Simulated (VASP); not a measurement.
# W (Im-3m) in VASP: notebook

Runs on W. Level: r2SCAN+rVV10. Tasks: relaxation of cell and atoms, single point.

Program: VASP 6.6.1. These are calculated values, not measurements. Logs are shortened: lines on timing, memory, paths and dates and some standing lists are left out, and cuts for length are marked.

## (1) Starting point

The structure is cubic, space group Im-3m (No. 229). The conventional cell has a = 3.165 Å, b = 3.165 Å, c = 3.165 Å, α = 90.00°, β = 90.00°, γ = 90.00°. W (site symmetry m-3m) is surrounded by 8 W at 2.74 Å.

## (2) Relaxation of cell and atoms, r2SCAN+rVV10

INCAR

```
PREC = Accurate
ENCUT = 520
EDIFF = 1E-7
ISMEAR = 0
SIGMA = 0.1
LREAL = False
LASPH = True
NELM = 60
ALGO = Normal
ISIF = 3
LWAVE = False
LCHARG = False
METAGGA = R2SCAN
LMIXTAU = True
LUSE_VDW = True
IVDW_NL = 2
BPARAM = 11.95
CPARAM = 0.0093
IBRION = 2
NSW = 80
EDIFFG = -0.002
```

KPOINTS

```
regular mesh
0
Gamma
  18 18 18
```

POSCAR

```
W
1.0
   -1.5823450000      1.5823450000      1.5823450000
    1.5823450000     -1.5823450000      1.5823450000
    1.5823450000      1.5823450000     -1.5823450000
W
1
Direct
    0.0000000000      0.0000000000      0.0000000000
```

Potentials or basis: VASP PAW PBE potentials, release 64 (W_sv).

Command:

```console
> cat potpaw_PBE.64/W_sv/POTCAR > POTCAR
> mpirun -np 1 vasp_std > vasp.out
```

OUTCAR:

```text
PREC = Accurate
   ENCUT = 520
   EDIFF = 1E-7
   ISMEAR = 0
   LREAL = False
   LASPH = True
   NELM = 60
   ISIF = 3
   METAGGA = R2SCAN
   IVDW_NL = 2
   BPARAM = 11.95
   IBRION = 2
   NSW = 80
   EDIFFG = -0.002

 ion  position               nearest neighbor table
   1  0.000  0.000  0.000-

  LATTYP: Found a body centered cubic cell.
 ALAT       =     3.1646900000

  Lattice vectors:

 A1 = (  -1.5823450000,   1.5823450000,   1.5823450000)
 A2 = (   1.5823450000,  -1.5823450000,   1.5823450000)
 A3 = (   1.5823450000,   1.5823450000,  -1.5823450000)

Analysis of symmetry for initial positions (statically):
=====================================================================
 Subroutine PRICEL returns:
 Original cell was already a primitive cell.

 Routine SETGRP: Setting up the symmetry group for a
 body centered cubic supercell.

 Subroutine GETGRP returns: Found 48 space group operations
 (whereof 48 operations were pure point group operations)
 out of a pool of 48 trial point group operations.

The static configuration has the point symmetry O_h .

Analysis of symmetry for dynamics (positions and initial velocities):
=====================================================================
 Subroutine PRICEL returns:
 Original cell was already a primitive cell.

 Routine SETGRP: Setting up the symmetry group for a
 body centered cubic supercell.

 Subroutine GETGRP returns: Found 48 space group operations
 (whereof 48 operations were pure point group operations)
 out of a pool of 48 trial point group operations.

The dynamic configuration has the point symmetry O_h .

 Subroutine INISYM returns: Found 48 space group operations
 (whereof 48 operations are pure point group operations),
 and found     1 'primitive' translations

----------------------------------------------------------------------------------------

                                     Primitive cell

  volume of cell :      15.8476

  direct lattice vectors                    reciprocal lattice vectors
    -1.582345000  1.582345000  1.582345000     0.000000000  0.315986716  0.315986716
     1.582345000 -1.582345000  1.582345000     0.315986716  0.000000000  0.315986716
     1.582345000  1.582345000 -1.582345000     0.315986716  0.315986716  0.000000000

  length of vectors
     2.740701935  2.740701935  2.740701935     0.446872699  0.446872699  0.446872699

  position of ions in fractional coordinates (direct lattice)
     0.000000000  0.000000000  0.000000000

  ion indices of the primitive-cell ions
   primitive index   ion index
                 1           1

----------------------------------------------------------------------------------------

 KPOINTS: regular mesh

Automatic generation of k-mesh.
 Grid dimensions read from file:
 generate k-points for:   18   18   18

 Generating k-lattice:

  Cartesian coordinates                     Fractional coordinates (reciprocal lattice)
     0.000000000  0.017554818  0.017554818     0.055555556  0.000000000  0.000000000
     0.017554818  0.000000000  0.017554818     0.000000000  0.055555556  0.000000000
     0.017554818  0.017554818  0.000000000     0.000000000  0.000000000  0.055555556

  Length of vectors
     0.024826261  0.024826261  0.024826261

  Shift w.r.t. Gamma in fractional coordinates (k-lattice)
     0.000000000  0.000000000  0.000000000

 Subroutine IBZKPT returns following result:
 ===========================================

 Found    195 irreducible k-points:

 Following reciprocal coordinates:
            Coordinates               Weight
  0.000000  0.000000  0.000000      1.000000
  0.055556  0.000000  0.000000     12.000000
  0.111111  0.000000  0.000000     12.000000
  0.166667  0.000000  0.000000     12.000000
  0.222222  0.000000  0.000000     12.000000
  0.277778  0.000000  0.000000     12.000000
[... 16 lines left out ...]
  0.333333  0.111111 -0.000000     48.000000
  0.388889  0.111111  0.000000     48.000000
 [... further k-points ...]
   k-points           NKPTS =    195   k-points in BZ     NKDIM =    195   number of bands    NBANDS=     11
   number of dos      NEDOS =    301   number of ions     NIONS =      1
   total plane-waves  NPLWV =   8000
   dimension x,y,z NGX =    20 NGY =   20 NGZ =   20
   dimension x,y,z NGXF=    40 NGYF=   40 NGZF=   40
   ions per type =               1
   NGX,Y,Z   is equivalent  to a cutoff of  12.13, 12.13, 12.13 a.u.
   NGXF,Y,Z  is equivalent  to a cutoff of  24.26, 24.26, 24.26 a.u.
 SYSTEM =  unknown system
   PREC   = accura    normal or accurate (medium, high low for compatibility)
   ISTART =      0    job   : 0-new  1-cont  2-samecut
   ICHARG =      2    charge: 1-file 2-atom 10-const
   ISPIN  =      1    spin polarized calculation?
   LNONCOLLINEAR =      F non collinear calculations
   LSORBIT =      F    spin-orbit coupling
   LASPH  =      T    aspherical Exc in radial PAW
   ENCUT  =  520.0 eV  38.22 Ry    6.18 a.u.   5.10  5.10  5.10*2*pi/ulx,y,z
   NELM   =     60;   NELMIN=  2; NELMDL= -5     # of ELM steps
   EDIFF  = 0.1E-06   stopping-criterion for ELM
   LREAL  =      F    real-space projection
   EDIFFG = -.2E-02   stopping-criterion for IOM
   NSW    =     80    number of steps for IOM
   IBRION =      2    ionic relax: 0-MD 1-quasi-New 2-CG
   NFREE  =      1    steps in history (QN), initial steepest desc. (CG)
   ISIF   =      3    stress and relaxation
   ISYM   =      2    0-nonsym 1-usesym 2-fastsym
   POTIM  = 0.5000    time-step for ionic-motion
   TEBEG  =    0.0;   TEEND  =   0.0 temperature during run
   PSTRESS=    0.0 pullay stress
   NELECT =      14.0000    total number of electrons
   NUPDOWN=      -1.0000    fix difference up-down
   EMIN   =  10.00;   EMAX   =-10.00  energy-range for DOS
   EFERMI =   0.00;   METHOD = LEGACY
   ISMEAR =     0;   SIGMA  =   0.10  broadening in eV -4-tet -1-fermi 0-gaus
   EFERMI_NEDOS =   21; number of points for ismear=-14 and -15
   IALGO  =     38    algorithm
   IMIX   =      4    mixing-type and parameters
     AMIX     =   0.40;   BMIX     =  1.00
     AMIX_MAG =   1.60;   BMIX_MAG =  1.00
  volume/ion in A,a.u.               =      15.85       106.94
  Fermi-wavevector in a.u.,A,eV,Ry     =   1.570832  2.968442 33.572544  2.467512
  Thomas-Fermi vector in A             =   2.672506
   LORBIT       =      0    0 simple, 1 ext, 2 COOP (PROOUT), +10 PAW based schemes
   METAGGA = R2SCAN    functional components
   LHFCALC =     F    Hartree Fock is set to
   AEXX    =    0.0000 exact exchange contribution
   IVDW_NL    =     2    kernel type
   BPARAM     =11.9500
   IVDW    =     0    specifies the selected vdW correction
   LEPSILON=     F    determine dielectric tensor
   LRPA    =     F    only Hartree local field effects (RPA)
 conjugate gradient relaxation of ions
 non-spin polarized calculation
 Gauss-broadening in eV      SIGMA  =   0.10
  energy-cutoff  :      520.00
  volume of cell :       15.85
 maximum number of plane-waves:       440
   NGX = 11   NGY = 11   NGZ = 11

--------------------------------------- Ionic step        1  -------------------------------------------

 number of electron      14.0000004 magnetization

 Free energy of the ion-electron system (eV)
  ---------------------------------------------------
  ext. energy  EPLUGINS =         0.00000000
  ---------------------------------------------------
  free energy    TOTEN  =       -51.13487991 eV

  energy without entropy =      -51.13128577  energy(sigma->0) =      -51.13308284

------------------------ aborting loop because EDIFF is reached ----------------------------------------

  FORCE on cell =-STRESS in cart. coord.  units (eV):
  Direction    XX          YY          ZZ          XY          YZ          ZX
  --------------------------------------------------------------------------------------
  -------------------------------------------------------------------------------------
  Total        0.0783630      0.0783630      0.0783630      0.0000000      0.0000000     -0.0000000
  in kB        7.9224208      7.9224208      7.9224208      0.0000000      0.0000000     -0.0000000
  external PRESSURE =       7.9224208 kB  Pullay stress =       0.0000000 kB

 VOLUME and BASIS-vectors are now :
 -----------------------------------------------------------------------------
  energy-cutoff  :      520.00
  volume of cell :       15.85
      direct lattice vectors                 reciprocal lattice vectors
    -1.582345000  1.582345000  1.582345000     0.000000000  0.315986716  0.315986716
     1.582345000 -1.582345000  1.582345000     0.315986716  0.000000000  0.315986716
     1.582345000  1.582345000 -1.582345000     0.315986716  0.315986716  0.000000000
[... 36 lines left out ...]
 POSITION                                       TOTAL-FORCE (eV/Angst)
 -----------------------------------------------------------------------------------
      1.58833      1.58833      1.58833        -0.000000      0.000000     -0.000000
 -----------------------------------------------------------------------------------
    total drift:                                0.000000     -0.000000      0.000000

  FREE ENERGIE OF THE ION-ELECTRON SYSTEM (eV)
  ---------------------------------------------------
  free  energy   TOTEN  =       -51.1337135573 eV

  energy  without entropy=      -51.1299821812  energy(sigma->0) =      -51.13184787

--------------------------------------- Ionic step        3  -------------------------------------------

 number of electron      14.0000003 magnetization

 Free energy of the ion-electron system (eV)
  ---------------------------------------------------
  ext. energy  EPLUGINS =         0.00000000
  ---------------------------------------------------
  free energy    TOTEN  =       -51.13497329 eV

  energy without entropy =      -51.13135045  energy(sigma->0) =      -51.13316187

 E-fermi :  11.2435     XC(G=0): -14.9633

 val. band max:       11.2374464892   @ k =  -0.1667   0.1667   0.0556
 cond. band min:      11.2570363733   @ k =  -0.3889   0.3889   0.2778
 fundamental gap:      0.0195898841
 Fermi energy:        11.2435002610

 k-point     1 :       0.0000    0.0000    0.0000
  band No.  band energies     occupation
      1     -64.8432      2.00000
      2     -27.7071      2.00000
      3     -27.7071      2.00000
      4     -27.7071      2.00000
      5       1.1179      2.00000
      6       9.9766      2.00000
      7       9.9766      2.00000
      8       9.9766      2.00000
      9      13.8137      0.00000
     10      13.8137      0.00000
     11      26.4902      0.00000

 k-point     2 :       0.0556    0.0000    0.0000
  band No.  band energies     occupation
      1     -64.8387      2.00000
      2     -27.7518      2.00000
      3     -27.7210      2.00000
      4     -27.7074      2.00000
      5       1.2741      2.00000
      6       9.8799      2.00000
      7       9.9540      2.00000
      8      10.1266      2.00000
      9      13.6554      0.00000
     10      13.8129      0.00000
     11      26.6239      0.00000
[... 295 lines left out ...]
 k-point    24 :       0.3889    0.1111    0.0000
  band No.  band energies     occupation
      1     -64.6929      2.00000
      2     -28.9885      2.00000
      3     -28.1853      2.00000
      4     -27.7750      2.00000
      5       5.1479      2.00000
      6       7.6674      2.00000
      7      10.5241      2.00000
      8      13.4989      0.00000
      9      14.9017      0.00000
     10      17.8754      0.00000
     11      22.7357      0.00000

 [... further k-points ...]

------------------------ aborting loop because EDIFF is reached ----------------------------------------

  FORCE on cell =-STRESS in cart. coord.  units (eV):
  Direction    XX          YY          ZZ          XY          YZ          ZX
  --------------------------------------------------------------------------------------
  -------------------------------------------------------------------------------------
  Total        0.0007965      0.0007965      0.0007965      0.0000000      0.0000000     -0.0000000
  in kB        0.0803265      0.0803265      0.0803265      0.0000000      0.0000000     -0.0000000
  external PRESSURE =       0.0803265 kB  Pullay stress =       0.0000000 kB

 VOLUME and BASIS-vectors are now :
 -----------------------------------------------------------------------------
  energy-cutoff  :      520.00
  volume of cell :       15.89
      direct lattice vectors                 reciprocal lattice vectors
    -1.583622908  1.583622908  1.583622908     0.000000000  0.315731730  0.315731730
     1.583622908 -1.583622908  1.583622908     0.315731730  0.000000000  0.315731730
     1.583622908  1.583622908 -1.583622908     0.315731730  0.315731730  0.000000000

 POSITION                                       TOTAL-FORCE (eV/Angst)
 -----------------------------------------------------------------------------------
      0.00000      0.00000      0.00000         0.000000      0.000000      0.000000
 -----------------------------------------------------------------------------------
    total drift:                                0.000000      0.000000      0.000000

  FREE ENERGIE OF THE ION-ELECTRON SYSTEM (eV)
  ---------------------------------------------------
  free  energy   TOTEN  =       -51.1349732942 eV

  energy  without entropy=      -51.1313504524  energy(sigma->0) =      -51.13316187

 reached required accuracy - stopping structural energy minimisation
```

Run time: 3.2 min. Hardware: 1 thread of Intel Xeon 6975P-C (Granite Rapids), shared host; peak memory 0.2 GiB.

What came out:

* Free energy: -51.1350 eV
* Relaxed volume: 15.89 Å³/atom
* Relaxed cell: a = 2.743 Å, b = 2.743 Å, c = 2.743 Å, α = 109.47°, β = 109.47°, γ = 109.47°
* Space group after relaxing (to 0.05 Å): Im-3m (No. 229)
* Energy gained by relaxing: 0.1 meV/atom
* Ionic steps: 3
* Pressure after relaxing: 0.0 GPa
* Band gap on the k mesh: none (metal or under the smearing width)

Final structure:
```yaml
crystal:
  lattice:
    - [-1.58362, 1.58362, 1.58362]
    - [1.58362, -1.58362, 1.58362]
    - [1.58362, 1.58362, -1.58362]
  atoms:
    - { symbol: W, position: [0.00000, 0.00000, 0.00000] }
```

Caveat: the PAW data sets were made with another functional, which shifts forces and pressure a little. Spin-orbit coupling is left out, which matters for the levels of W.

[end of part 1 of 2]
